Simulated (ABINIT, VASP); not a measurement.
This is a calculation of KCl (Sylvite) for VASP 6.6.1. 

The input INCAR:

```
PREC = Accurate
ENCUT = 520
EDIFF = 1E-7
ISMEAR = -1
SIGMA = 0.05
LREAL = False
LASPH = True
NELM = 100
ALGO = Normal
ISIF = 2
LWAVE = False
LCHARG = False
GGA = PS
NBANDS = 15
```

KPOINTS

```
regular mesh
0
Gamma
  7 7 7
```

File POSCAR:

```
KCl
1.0
    0.0000000000      3.1464700000      3.1464700000
    3.1464700000      0.0000000000      3.1464700000
    3.1464700000      3.1464700000      0.0000000000
K Cl
1 1
Direct
    0.0000000000      0.0000000000      0.0000000000
    0.5000000000      0.5000000000      0.5000000000
```

Potentials or basis: VASP PAW PBE potentials, release 64 (K_sv, Cl).

Command:

```console
$ cat potpaw_PBE.64/K_sv/POTCAR potpaw_PBE.64/Cl/POTCAR > POTCAR
$ mpirun -np 1 vasp_std > vasp.out
```

Translate it to ABINIT 10.8.3 (patched build). Potentials or basis there: PseudoDojo NC SR PBEsol v0.4.1 standard, cutoff 1007 eV.

As run (cutoffs and basis follow the program's own potentials, and thresholds, step limits or extra output files can differ):

The input run.abi:

```
# Pseudopotentials
pp_dirpath "./"
pseudos "K.upf, Cl.upf"

# Structure
acell 4.4497805476 4.4497805476 4.4497805476 Angstrom
rprim
     0.0000000000     0.7071067812     0.7071067812
     0.7071067812     0.0000000000     0.7071067812
     0.7071067812     0.7071067812     0.0000000000
ntypat 2
znucl 19 17
natom 2
typat 1 2
xred
     0.0000000000     0.0000000000     0.0000000000
     0.5000000000     0.5000000000     0.5000000000

# Plane-wave basis
ecut 37.0

# k points
kptopt 1
ngkpt 7 7 7
nshiftk 1
shiftk 0.0 0.0 0.0

# Exchange and correlation
ixc -116133

# Bands and occupations
nband 12
occopt 3
tsmear 0.05 eV

# SCF cycle
nstep 100
tolvrs 1.0e-10

# Output
iomode 3
prtwf 0
prtden 0
prteig 0
prtebands 0
enunit 2
```

Potentials or basis: PseudoDojo NC SR PBEsol v0.4.1 standard.

The run is started by

```bash
$ mpirun --bind-to none -np 4 abinit run.abi > log 2>&1
```

Both were run:

|  | VASP | ABINIT |
| --- | --- | --- |
| Pressure | -0.4 GPa | -0.4 GPa |

VASP's potentials were made for PBE.

Pressure is positive in compression.
